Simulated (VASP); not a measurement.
# VASP 6.6.1 run: ZnS

INCAR

```
LWAVE = .FALSE.
LCHARG = .FALSE.
EDIFF = 1E-7
LREAL = .FALSE.
LMAXMIX = 4
ISMEAR = -1
ISYM = 1
IBRION = -1
ISIF = 2
NELM = 82
LASPH = .TRUE.
ALGO = VeryFast
GGA = PE
NBANDS = 16
ENCUT = 520
PREC = Accurate
SIGMA = 0.02
NSW = 0
```

KPOINTS

```
KPOINTS created by Atomic Simulation Environment
0
Gamma
8 8 8
0 0 0
```

POSCAR

```
Zn S
 1.0000000000000000
     0.0000000000000000    2.8050821707000000    2.6940858343000000
     2.8050821707000000    0.0000000000000000    2.6940858343000000
     2.8050821707000000    2.8050821707000000    0.0000000000000000
 Zn  S
   1   1
Cartesian
  0.0000000000000000  0.0000000000000000  0.0000000000000000
  1.4025410853500000  1.4025410853500000  1.3470429171500000
```

The recommended PBE PAW datasets give the neutral cell 18 valence electrons.

Command

```
mpirun -np 1 vasp_std
```

OSZICAR

```
N       E                     dE             d eps       ncg     rms          rms(c)
RMM:   1     0.721493418978E+02    0.72149E+02   -0.65539E+03   944   0.110E+03
RMM:   2     0.609643555187E+01   -0.66053E+02   -0.95853E+02   944   0.210E+02
RMM:   3    -0.364183699828E+01   -0.97383E+01   -0.11389E+02   944   0.801E+01
RMM:   4    -0.670228005800E+01   -0.30604E+01   -0.20486E+01   944   0.333E+01
RMM:   5    -0.715114232356E+01   -0.44886E+00   -0.37418E+00   944   0.151E+01
RMM:   6    -0.723608026187E+01   -0.84938E-01   -0.74815E-01   944   0.730E+00
RMM:   7    -0.725314922162E+01   -0.17069E-01   -0.17021E-01   944   0.351E+00
RMM:   8    -0.725737630292E+01   -0.42271E-02   -0.43238E-02   944   0.187E+00
RMM:   9    -0.725844854584E+01   -0.10722E-02   -0.11232E-02  2542   0.964E-01
RMM:  10    -0.725883943953E+01   -0.39089E-03   -0.39714E-03  2509   0.469E-01
RMM:  11    -0.725892008891E+01   -0.80649E-04   -0.69875E-04  2615   0.215E-01
RMM:  12    -0.725894188293E+01   -0.21794E-04   -0.21779E-04  2642   0.109E-01    0.619E+00
RMM:  13    -0.685690881731E+01    0.40203E+00   -0.76219E-01  3726   0.745E+00    0.502E+00
RMM:  14    -0.682863321533E+01    0.28276E-01   -0.73455E-02  3160   0.267E+00    0.249E+00
RMM:  15    -0.682724611663E+01    0.13871E-02   -0.50570E-03  2592   0.528E-01    0.611E-01
RMM:  16    -0.682743530337E+01   -0.18919E-03   -0.16360E-03  2204   0.374E-01    0.130E-01
RMM:  17    -0.682755933027E+01   -0.12403E-03   -0.28320E-04  2286   0.159E-01    0.756E-02
RMM:  18    -0.682761590867E+01   -0.56578E-04   -0.17251E-04  2205   0.134E-01    0.152E-02
RMM:  19    -0.682761541011E+01    0.49856E-06   -0.35880E-05  2411   0.636E-02    0.869E-03
RMM:  20    -0.682761619481E+01   -0.78470E-06   -0.79475E-06  2395   0.248E-02    0.249E-03
RMM:  21    -0.682761642731E+01   -0.23249E-06   -0.21847E-06  2382   0.127E-02    0.158E-03
RMM:  22    -0.682761652684E+01   -0.99533E-07   -0.56015E-07  2166   0.711E-03
   1 F= -.68276165E+01 E0= -.68276165E+01  d E =-.104962E-10
```

Standard output (part)

```
POSCAR found type information on POSCAR ZnS
 POSCAR found :  2 types and       2 ions
 LDA part: xc-table for (Slater+PW92), standard interpolation
 POSCAR, INCAR and KPOINTS ok, starting setup
 WAVECAR not read
 entering main loop
```

From OUTCAR

```
k-points           NKPTS =     59   k-points in BZ     NKDIM =     59   number of bands    NBANDS=     16

   NELECT =      18.0000    total number of electrons

   dimension x,y,z NGX =    30 NGY =   30 NGZ =   30
   dimension x,y,z NGXF=    60 NGYF=   60 NGZF=   60

  energy-cutoff  :      520.00
  volume of cell :       42.40
      direct lattice vectors                 reciprocal lattice vectors
     0.000000000  2.805082171  2.694085834    -0.178247898  0.178247898  0.185591711
     2.805082171  0.000000000  2.694085834     0.178247898 -0.178247898  0.185591711
     2.805082171  2.805082171  0.000000000     0.178247898  0.178247898 -0.185591711

 k-points in reciprocal lattice and weights: KPOINTS created by Atomic Simulation Env
   0.00000000  0.00000000  0.00000000       0.002
   0.12500000 -0.00000000  0.00000000       0.016
   0.25000000 -0.00000000  0.00000000       0.016
   0.37500000  0.00000000  0.00000000       0.016
   0.50000000 -0.00000000  0.00000000       0.008
   0.12500000  0.12500000  0.00000000       0.004
   0.25000000  0.12500000  0.00000000       0.016
   0.37500000  0.12500000  0.00000000       0.016
   ...

 E-fermi :   1.9213

 k-point     1 :       0.0000    0.0000    0.0000
  band No.  band energies     occupation
      1     -11.1981      2.00000
      2      -4.6226      2.00000
      3      -4.6226      2.00000
      4      -4.6019      2.00000
      5      -4.2047      2.00000
      6      -4.1979      2.00000
      7       1.4217      2.00000
      8       1.4217      2.00000
      9       1.5449      2.00000
     10       3.2626      0.00000
     11       7.9033      0.00000
     12       7.9104      0.00000
     13       7.9104      0.00000
     14      12.8223      0.00000
     15      12.9044      0.00000
     16      15.5555      0.00000

 k-point     2 :       0.1250   -0.0000    0.0000
  band No.  band energies     occupation
      1     -11.0955      2.00000
      2      -4.6132      2.00000
      3      -4.6054      2.00000
      4      -4.5863      2.00000
      5      -4.2048      2.00000
      6      -4.2001      2.00000
      7       0.3874      2.00000
      8       1.2831      2.00000
      9       1.3868      2.00000
     10       4.0957      0.00000
     11       7.7473      0.00000
     12       8.1262      0.00000
     13       8.1649      0.00000
     14      12.3339      0.00000
     15      12.7567      0.00000
     16      13.7646      0.00000

 k-point     3 :       0.2500   -0.0000    0.0000
  band No.  band energies     occupation
      1     -10.8294      2.00000
      2      -4.5685      2.00000
      3      -4.5611      2.00000
      4      -4.5396      2.00000
      5      -4.2002      2.00000
      6      -4.1986      2.00000
      7      -1.2074      2.00000
      8       0.9791      2.00000
      9       1.1236      2.00000
     10       4.7093      0.00000
     11       8.1709      0.00000
     12       8.4044      0.00000
     13       8.6275      0.00000
     14      12.2884      0.00000
     15      12.4203      0.00000
     16      13.5402      0.00000

 ...

  Total       -0.9469447     -0.9469447     -0.5286226      0.0000000      0.0000000      0.0000000
  in kB      -35.7851292    -35.7851292    -19.9766997      0.0000000      0.0000000      0.0000000
  external PRESSURE =     -30.5156527 kB  Pullay stress =       0.0000000 kB

 POSITION                                       TOTAL-FORCE (eV/Angst)
 -----------------------------------------------------------------------------------
      0.00000      0.00000      0.00000         0.000000      0.000000     -0.000000
      1.40254      1.40254      1.34704        -0.000000     -0.000000      0.000000
 -----------------------------------------------------------------------------------
    total drift:                               -0.000000     -0.000000     -0.000000

  FREE ENERGIE OF THE ION-ELECTRON SYSTEM (eV)
  ---------------------------------------------------
  free  energy   TOTEN  =        -6.8276165268 eV

  energy  without entropy=       -6.8276165268  energy(sigma->0) =       -6.82761653
```

It converged. Results: gap between bands v and c on the k mesh 1.72 eV; least direct gap on the k mesh 1.72 eV; pressure -3.1 GPa. Band v is the last that the valence electrons fill when counted band by band, and c is the next.

For comparison, a separate PBE run of the intended cell, on usual settings and not on those above, gives a gap of 1.72 eV on its mesh and a pressure of -3.0 GPa.

The run above took about 63 s on one core of a shared host (Intel Xeon Platinum 8488C) and held 0.18 GiB at most.
